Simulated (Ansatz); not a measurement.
## GaSe, space group P6_3/mmc: a band structure

Run with Ansatz 0.2.0, Python API.

The script reads `gase.xyz`:
```text
8
Lattice="3.742 0.0 0.0 -1.871 3.24066706 0.0 0.0 0.0 15.919" Properties=species:S:1:pos:R:3 pbc="T T T"
Ga   -0.00000000    2.16044471    2.81766300
Ga    1.87100000    1.08022235   10.77716300
Ga   -0.00000000    2.16044471    5.14183700
Ga    1.87100000    1.08022235   13.10133700
Se   -0.00000000    2.16044471    9.55140000
Se    1.87100000    1.08022235    1.59190000
Se   -0.00000000    2.16044471   14.32710000
Se    1.87100000    1.08022235    6.36760000
```

`gase.py`
```python
"""Bands of GaSe along a path through the zone."""

import warnings

import ansatz as az
import numpy as np

config = {
    "functional": "r2scan",
    "dispersion": "d3bj",
    "ecut": 550,
    "mesh": (3, 3, 1),
    "filling": "fixed",
    "scf_tol": 1e-05,
    "n_empty": 16,
}

warnings.simplefilter("ignore", az.DeckWarning)

gase = az.Crystal.from_extxyz("gase.xyz")

# vertices of the path, as fractions of the reciprocal vectors
path = [
    ("G", (0.0, 0.0, 0.0)),
    ("M", (0.5, 0.0, 0.0)),
    ("K", (0.33333, 0.33333, 0.0)),
    ("G", (0.0, 0.0, 0.0)),
    ("A", (0.0, 0.0, 0.5)),
    ("L", (0.5, 0.0, 0.5)),
    ("H", (0.33333, 0.33333, 0.5)),
]
calculation = gase.calculation()
calculation = calculation.functional(config["functional"], dispersion=config["dispersion"])
calculation = calculation.basis(config["ecut"]).kpoints(*config["mesh"], center="monkhorst-pack")
calculation = calculation.occupations(config["filling"])
calculation = calculation.eigensolver("davidson", mixed_precision=False)
calculation = calculation.scf(tolerance=config["scf_tol"], extra_bands=config["n_empty"])
calculation = calculation.band_structure([point for _, point in path], intervals=10)
calculation = calculation.scf(extra_bands=6).forces()
with warnings.catch_warnings(record=True) as caught:
    warnings.simplefilter("always")
    result = calculation.run(threads=1)
print("warnings raised:", sorted(w.category.__name__ for w in caught) or "none")
data = result.report

for key in ("converged", "n_iterations", "n_electrons", "n_kpoints", "n_pw", "n_symmetry_ops", "free_energy_ev", "fermi_energy_ev"):
    print(f"{key:18s} {data[key]}")

# forces, one row an atom
print("forces (eV/A)")
for site, force in zip(result.lattice.sites, data["forces_ev_ang"]):
    print(f"  {site.symbol:2s} {force[0]:9.4f} {force[1]:9.4f} {force[2]:9.4f}")

bands = result.band_structure()
fermi = bands.fermi_energy_ev
print(f"zero of the bands: {fermi:.3f} eV, the Fermi level found on the SCF mesh")
for spin, channel in enumerate(bands.channels):
    print("channel", spin, "- computed levels within 4 eV of the Fermi level")
    for i, (label, _) in enumerate(path):
        levels = channel.eigenvalues_ev[i * 10] - fermi
        print(f"  {label:3s}", " ".join(f"{e:7.3f}" for e in levels if abs(e) < 4))
```

```console
$ python gase.py
warnings raised: ['DeckWarning', 'DeckWarning', 'PlacementWarning']
converged          True
n_iterations       7
n_electrons        116.0
n_kpoints          3
n_pw               5611
n_symmetry_ops     24
free_energy_ev     -37079.13106838137
fermi_energy_ev    7.201350447252487
forces (eV/A)
  Ga    0.0000   -0.0000   -1.3836
  Ga    0.0000    0.0000   -1.3836
  Ga    0.0000   -0.0000    1.3836
  Ga   -0.0000    0.0000    1.3836
  Se    0.0000   -0.0000    0.5981
  Se    0.0000    0.0000    0.5981
  Se    0.0000   -0.0000   -0.5981
  Se    0.0000    0.0000   -0.5981
zero of the bands: 7.201 eV, the Fermi level found on the SCF mesh
channel 0 - computed levels within 4 eV of the Fermi level
  G    -3.547  -1.667  -1.237  -1.237  -1.102  -1.102  -1.087  -1.087  -0.943  -0.943   0.000   1.725   2.686   3.003   3.097
  M    -3.763  -2.833  -2.679  -2.575  -2.488  -2.384  -2.200  -2.159  -1.991   1.571   1.586   2.200   2.462
  K    -3.183  -3.183  -2.413  -2.413  -2.231  -2.231   1.531   2.143   3.219   3.219
  G    -3.547  -1.667  -1.237  -1.237  -1.102  -1.102  -1.087  -1.087  -0.943  -0.943   0.000   1.725   2.686   3.003   3.097
  A    -1.196  -1.196  -1.196  -1.196  -0.988  -0.988  -0.988  -0.988  -0.833  -0.833   2.303   2.303   3.045   3.045
  L    -2.614  -2.614  -2.481  -2.481  -2.275  -2.275  -2.241  -2.241   1.810   1.810   2.066   2.066
  H    -3.019  -3.019  -2.802  -2.802  -1.987  -1.987   1.796   1.796   3.007   3.007
```

These settings explore the input space; cutoff and mesh may be short of convergence. The dispersion term runs with damping parameters of another functional. The computed bands are complete only to about 4.1 eV above the Fermi level. The Fermi level of a run with fixed occupations marks the highest occupied state on its mesh, not mid-gap. Only differences from the Fermi energy are physical; the zero of the scale is a convention. The program warned that this SCF threshold is loose for forces or stresses. The starting cell is as deposited in a crystallographic database; the results hold for this polymorph, which needn't be the stable one. Gaps and levels are Kohn-Sham values on a finite set of k-points, without spin-orbit coupling. The script silences the warnings on its input, which a real study should read. It ran for 33 s on 1 thread of Arm Neoverse V2, on a shared host, peak memory 1.1 GiB.
